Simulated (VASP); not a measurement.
# PbS (Pm-3m) in VASP: a series of runs, part 2 of 2

VASP 6.6.1.

## (3) Single point, r2SCAN

POSCAR reads:

```
PbS
1.0
    3.6351320337      0.0000000000      0.0000000000
    0.0000000000      3.6351320337      0.0000000000
    0.0000000000      0.0000000000      3.6351320337
Pb S
1 1
Direct
    0.0000000000      0.0000000000      0.0000000000
    0.5000000000      0.5000000000      0.5000000000
```

INCAR.step1 reads:

```
SYSTEM = PbS
  ALGO = Normal
  EDIFF = 1E-4
  ENCUT = 520
  GGA = PE
  ISMEAR = -1
  LASPH = .TRUE.
  LCHARG = .FALSE.
  LREAL = .FALSE.
  LWAVE = .TRUE.
  NBANDS = 17
  NELM = 100
  PREC = Accurate
  SIGMA = 0.02
```

INCAR.step2 reads:

```
SYSTEM = PbS
  ALGO = Normal
  EDIFF = 1E-6
  ENCUT = 520
  ISIF = 2
  ISMEAR = -1
  ISTART = 1
  LASPH = .TRUE.
  LCHARG = .FALSE.
  LMIXTAU = .TRUE.
  LREAL = .FALSE.
  LWAVE = .FALSE.
  METAGGA = R2SCAN
  NBANDS = 17
  NELM = 100
  PREC = Accurate
  SIGMA = 0.02
```

KPOINTS reads:

```
k-points
0
G
  6 6 6
  0 0 0
```

Potentials or basis: VASP PAW PBE potentials, release 64 (Pb_d, S).

Run with:

```sh
> cat potpaw_PBE.64/Pb_d/POTCAR potpaw_PBE.64/S/POTCAR > POTCAR
> cp INCAR.step1 INCAR
> mpirun -np 1 vasp_std > vasp.out
> cp INCAR.step2 INCAR
> mpirun -np 1 vasp_std > vasp.out
```

OUTCAR:

```text
SYSTEM = PbS
   EDIFF = 1E-6
   ENCUT = 520
   ISIF = 2
   ISMEAR = -1
   ISTART = 1
   LASPH = .TRUE.
   LREAL = .FALSE.
   METAGGA = R2SCAN
   NELM = 100
   PREC = Accurate

 ion  position               nearest neighbor table
   1  0.000  0.000  0.000-   2 3.15   2 3.15   2 3.15   2 3.15   2 3.15   2 3.15   2 3.15   2 3.15

   2  0.500  0.500  0.500-   1 3.15   1 3.15   1 3.15   1 3.15   1 3.15   1 3.15   1 3.15   1 3.15

  LATTYP: Found a simple cubic cell.
 ALAT       =     3.6351320337

  Lattice vectors:

 A1 = (   3.6351320337,   0.0000000000,   0.0000000000)
 A2 = (   0.0000000000,   3.6351320337,   0.0000000000)
 A3 = (   0.0000000000,   0.0000000000,   3.6351320337)

Analysis of symmetry for initial positions (statically):
=====================================================================
 Subroutine PRICEL returns:
 Original cell was already a primitive cell.

 Routine SETGRP: Setting up the symmetry group for a
 simple cubic supercell.

 Subroutine GETGRP returns: Found 48 space group operations
 (whereof 48 operations were pure point group operations)
 out of a pool of 48 trial point group operations.

The static configuration has the point symmetry O_h .

Analysis of symmetry for dynamics (positions and initial velocities):
=====================================================================
 Subroutine PRICEL returns:
 Original cell was already a primitive cell.

 Routine SETGRP: Setting up the symmetry group for a
 simple cubic supercell.

 Subroutine GETGRP returns: Found 48 space group operations
 (whereof 48 operations were pure point group operations)
 out of a pool of 48 trial point group operations.

The dynamic configuration has the point symmetry O_h .

 Subroutine INISYM returns: Found 48 space group operations
 (whereof 48 operations are pure point group operations),
 and found     1 'primitive' translations

[... 106 lines left out ...]
   IALGO  =     38    algorithm
   IMIX   =      4    mixing-type and parameters
     AMIX     =   0.40;   BMIX     =  1.00
     AMIX_MAG =   1.60;   BMIX_MAG =  1.00
  volume/ion in A,a.u.               =      24.02       162.08
  Fermi-wavevector in a.u.,A,eV,Ry     =   1.222451  2.310097 20.332348  1.494385
  Thomas-Fermi vector in A             =   2.357597
   LORBIT       =      0    0 simple, 1 ext, 2 COOP (PROOUT), +10 PAW based schemes
   METAGGA = R2SCAN    functional components
   LHFCALC =     F    Hartree Fock is set to
   AEXX    =    0.0000 exact exchange contribution
   IVDW    =     0    specifies the selected vdW correction
   LEPSILON=     F    determine dielectric tensor
   LRPA    =     F    only Hartree local field effects (RPA)
 non-spin polarized calculation
  energy-cutoff  :      520.00
  volume of cell :       48.04
 maximum number of plane-waves:      1328
 NGX is ok and might be reduce to    28
   NGX = 13   NGY = 13   NGZ = 13

 number of electron      19.9999994 magnetization

 Free energy of the ion-electron system (eV)
  ---------------------------------------------------
  ext. energy  EPLUGINS =         0.00000000
  ---------------------------------------------------
  free energy    TOTEN  =       -65.07928297 eV

  energy without entropy =      -65.07828414  energy(sigma->0) =      -65.07878355

 E-fermi :   6.1745     XC(G=0): -10.7846

 val. band max:        6.1640724666   @ k =   0.1667   0.1667   0.1667
 cond. band min:       6.6301088472   @ k =   0.5000   0.3333   0.3333
 fundamental gap:      0.4660363806
 Fermi energy:         6.1744822691

 k-point     1 :       0.0000    0.0000    0.0000
  band No.  band energies     occupation
      1     -11.4241      2.00000
      2     -11.4241      2.00000
      3     -11.2005      2.00000
      4     -11.2005      2.00000
      5     -11.2005      2.00000
      6      -7.6195      2.00000
[... 377 lines left out ...]
      4     -11.1493      2.00000
      5     -11.1493      2.00000
      6      -5.2174      2.00000
[... 9 lines left out ...]
     16      21.0966      0.00000
     17      23.3566      0.00000

------------------------ aborting loop because EDIFF is reached ----------------------------------------

  FORCE on cell =-STRESS in cart. coord.  units (eV):
  Direction    XX          YY          ZZ          XY          YZ          ZX
  --------------------------------------------------------------------------------------
  -------------------------------------------------------------------------------------
  Total       -0.0023635     -0.0023635     -0.0023635      0.0000000      0.0000000      0.0000000
  in kB       -0.0788316     -0.0788316     -0.0788316      0.0000000      0.0000000      0.0000000
  external PRESSURE =      -0.0788316 kB  Pullay stress =       0.0000000 kB

 VOLUME and BASIS-vectors are now :
 -----------------------------------------------------------------------------
  energy-cutoff  :      520.00
  volume of cell :       48.04
      direct lattice vectors                 reciprocal lattice vectors
     3.635132034  0.000000000  0.000000000     0.275093172  0.000000000  0.000000000
     0.000000000  3.635132034  0.000000000     0.000000000  0.275093172  0.000000000
     0.000000000  0.000000000  3.635132034     0.000000000  0.000000000  0.275093172

 POSITION                                       TOTAL-FORCE (eV/Angst)
 -----------------------------------------------------------------------------------
      0.00000      0.00000      0.00000         0.000000      0.000000      0.000000
      1.81757      1.81757      1.81757         0.000000      0.000000      0.000000
 -----------------------------------------------------------------------------------
    total drift:                               -0.000000      0.000000      0.000000

  FREE ENERGIE OF THE ION-ELECTRON SYSTEM (eV)
  ---------------------------------------------------
  free  energy   TOTEN  =       -65.0792829725 eV

  energy  without entropy=      -65.0782841357  energy(sigma->0) =      -65.07878355
```

Run time: 41 s. Hardware: 1 thread of Intel Xeon Platinum 8488C (Sapphire Rapids), shared host; peak memory 0.17 GiB.

Results:

```
Free energy            : -65.0793 eV
Pressure               : 0.0 GPa
Band gap on the k mesh : none (metal or under the smearing width)
```

Caveat: the PAW data sets were made with another functional, which shifts forces and pressure a little. Spin-orbit coupling is left out, which matters for the levels of Pb.

## (4) Single point, HSE06

POSCAR is that of step 3.

INCAR.step1 reads:

```
SYSTEM = PbS
ALGO = Normal ; EDIFF = 1E-5
ENCUT = 520 ; GGA = PE
ISIF = 2 ; ISMEAR = 1
LASPH = .TRUE. ; LCHARG = .FALSE.
LREAL = .FALSE. ; LWAVE = .TRUE.
NBANDS = 17 ; NELM = 100
PREC = Accurate ; SIGMA = 0.001
```

INCAR.step2 reads:

```
SYSTEM = PbS
ALGO = Normal ; EDIFF = 1E-6
ENCUT = 520 ; GGA = PE
HFSCREEN = 0.2079 ; ISIF = 2
ISMEAR = 1 ; ISTART = 1
LASPH = .TRUE. ; LCHARG = .FALSE.
LHFCALC = .TRUE. ; LREAL = .FALSE.
LWAVE = .FALSE. ; NBANDS = 17
NELM = 100 ; PREC = Accurate
PRECFOCK = Normal ; SIGMA = 0.001
```

KPOINTS reads:

```
k-points
0
G
  4 4 4
  0 0 0
```

Run with:

```sh
> cat potpaw_PBE.64/Pb_d/POTCAR potpaw_PBE.64/S/POTCAR > POTCAR
> cp INCAR.step1 INCAR
> mpirun -np 1 vasp_std > vasp.out
> cp INCAR.step2 INCAR
> mpirun -np 1 vasp_std > vasp.out
```

Run time: 9.9 min. Hardware: 1 thread of Intel Xeon Platinum 8488C (Sapphire Rapids), shared host; peak memory 0.27 GiB.

It converged, with:

```yaml
Free_energy: -9.7786 eV
Pressure: -1.8 GPa
Band_gap_on_the_k_mesh: none (metal or under the smearing width)
```

Levels at points of the mesh, in eV from the Fermi level:
```tsv
k point	band 6	band 7	band 8	band 9	band 10	band 11	band 12	band 13	band 14	band 15
(0.00, 0.00, 0.00)	-14.53	-6.93	-1.75	-1.75	-1.75	6.32	6.32	7.80	7.80	7.80
(0.50, 0.00, 0.00)	-13.12	-9.71	-0.51	-0.51	0.20	0.99	4.83	4.83	7.66	10.32
(0.50, 0.50, 0.00)	-12.25	-7.56	-4.89	-4.89	-0.27	5.25	5.25	7.09	8.21	10.60
(0.50, 0.50, 0.50)	-11.99	-6.05	-2.64	-2.64	-2.64	-0.02	-0.02	-0.02	15.30	15.30
```

Caveat: the k mesh is coarse (spacing up to 0.43 Å⁻¹), so the values aren't converged, least of all with exact exchange; the PAW data sets were made with another functional, which shifts forces and pressure a little.

## (5) Single point, HSE06

POSCAR is that of step 4.

INCAR.step1 reads:

```
SYSTEM = PbS
PREC = Accurate ; ENCUT = 520
EDIFF = 1E-5 ; ISMEAR = -1
SIGMA = 0.02 ; LREAL = .False.
LASPH = .True. ; NELM = 100
ALGO = Normal ; ISIF = 2
LWAVE = .True. ; GGA = PE
NBANDS = 17
```

INCAR.step2 reads:

```
SYSTEM = PbS
PREC = Accurate ; ENCUT = 520
EDIFF = 1E-6 ; ISMEAR = -1
SIGMA = 0.02 ; LREAL = .False.
LASPH = .True. ; NELM = 100
ALGO = Normal ; ISIF = 2
LWAVE = .False. ; LCHARG = .True.
GGA = PE ; LHFCALC = .True.
HFSCREEN = 0.2079 ; PRECFOCK = Normal
LELF = .True. ; LVHAR = .True.
ISTART = 1 ; NBANDS = 17
```

KPOINTS reads:

```
Automatic mesh
0
Gamma
  4 4 4
  0 0 0
```

Run with:

```sh
> cat potpaw_PBE.64/Pb_d/POTCAR potpaw_PBE.64/S/POTCAR > POTCAR
> cp INCAR.step1 INCAR
> mpirun -np 1 vasp_std > vasp.out
> cp INCAR.step2 INCAR
> mpirun -np 1 vasp_std > vasp.out
```

Wall time 8.5 min (1 thread of Intel Xeon Platinum 8488C (Sapphire Rapids), shared host); peak memory 0.27 GiB.

Results (log left out):

| Quantity | Value |
| --- | --- |
| Free energy | -9.7786 eV |
| Pressure | -1.8 GPa |
| Band gap on the k mesh | none (metal or under the smearing width) |

Levels at points of the mesh, in eV from the Fermi level:
| k point | band 6 | band 7 | band 8 | band 9 | band 10 | band 11 | band 12 | band 13 | band 14 | band 15 |
| --- | --- | --- | --- | --- | --- | --- | --- | --- | --- | --- |
| (0.00, 0.00, 0.00) | -14.62 | -7.02 | -1.84 | -1.84 | -1.84 | 6.23 | 6.23 | 7.71 | 7.71 | 7.71 |
| (0.50, 0.00, 0.00) | -13.21 | -9.80 | -0.60 | -0.60 | 0.11 | 0.90 | 4.74 | 4.74 | 7.57 | 10.23 |
| (0.50, 0.50, 0.00) | -12.34 | -7.65 | -4.98 | -4.98 | -0.36 | 5.15 | 5.15 | 7.00 | 8.12 | 10.51 |
| (0.50, 0.50, 0.50) | -12.08 | -6.15 | -2.73 | -2.73 | -2.73 | -0.11 | -0.11 | -0.11 | 15.21 | 15.21 |

Caveat: the k mesh is coarse (spacing up to 0.43 Å⁻¹), so the values aren't converged, least of all with exact exchange; the PAW data sets were made with another functional, which shifts forces and pressure a little.

## (6) Overview

| level | k mesh | smearing | exchange at q = 0 | grid for exact exchange (PRECFOCK) | screening parameter | mesh quality | gap on the mesh (eV) | pressure (GPa) |
| --- | --- | --- | --- | --- | --- | --- | --- | --- |
| HSE06 | 4 × 4 × 4 | fermi-dirac 0.02 eV | truncated | Normal | 0.2079 1/A | coarse | none | -1.8 |
| r2SCAN | 6 × 6 × 6 | fermi-dirac 0.02 eV | - | - | - | not flagged | none | 0.0 |
| HSE06 | 4 × 4 × 4 | methfessel-paxton 0.001 eV | truncated | Normal | 0.2079 1/A | coarse | none | -1.8 |

Alike in all rows: task single point; potentials or basis VASP PAW PBE potentials, release 64 (Pb_d, S); no spin polarisation; cell as given; cutoff (eV) 520.

Caveats: some runs use coarse meshes; the PAW data sets were made with another functional, which shifts forces and pressure a little.

Total energies depend on the potentials used, so only differences within one code and one set of settings carry meaning.
